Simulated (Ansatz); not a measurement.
Computed with Ansatz 0.2.0, DFT PBE, scalar-relativistic, plane waves, PAW. All cells share a 420 eV cutoff and Γ-centred k meshes spaced at most about 0.3 Å⁻¹ (about 0.25 or finer for metals, 2π included). No spin polarisation.

All energies are static (0 K, no zero-point motion).

Compare these two cells of Cd₃Te₂, each relaxed at this level.

A.

```
CELL_PARAMETERS angstrom
2.16847 1.25197 8.77919
-2.16847 1.25197 8.77919
0.00000 -2.50394 8.77919
ATOMIC_POSITIONS crystal
Cd 0.79831 0.79831 0.79831
Cd 0.20169 0.20169 0.20169
Cd 0.00000 0.00000 0.00000
Te 0.40026 0.40026 0.40026
Te 0.59974 0.59974 0.59974
```

B.

```
CELL_PARAMETERS angstrom
4.62632 0.00000 0.00000
0.00000 4.62632 0.00000
0.00000 0.00000 9.59184
ATOMIC_POSITIONS crystal
Cd 0.50000 0.50000 0.35853
Cd 0.50000 0.50000 0.64147
Cd 0.00000 0.00000 0.00000
Te 0.00000 0.50000 0.17617
Te 0.50000 0.00000 0.82383
```

Question: Which form is favoured at zero pressure, and by what margin per atom?

Answer: B is lower, by 59 meV/atom. A has the anti-tetradymite type, space group R-3m (No. 166), 28.6 Å³/atom and no gap on its mesh; B has space group P-4m2 (No. 115), 41.1 Å³/atom and a gap of 0.21 eV. Counting Te atoms around Cd (those within 1.25 times the shortest such distance or 1.15 times the sum of covalent radii, 1.27 where that leaves under three; a slash parts the counts of unlike sites), A has Cd 3/6 and B has Cd 2/4. The lower one is the more open, so pressure narrows the difference. Both come from invented guesses.

Spin–orbit coupling, which can matter for Te, is left out. Kohn–Sham gaps at this level usually fall short of measured ones. The missing spin–orbit coupling can work the other way here. Cells relaxed within their symmetry can be saddle points.
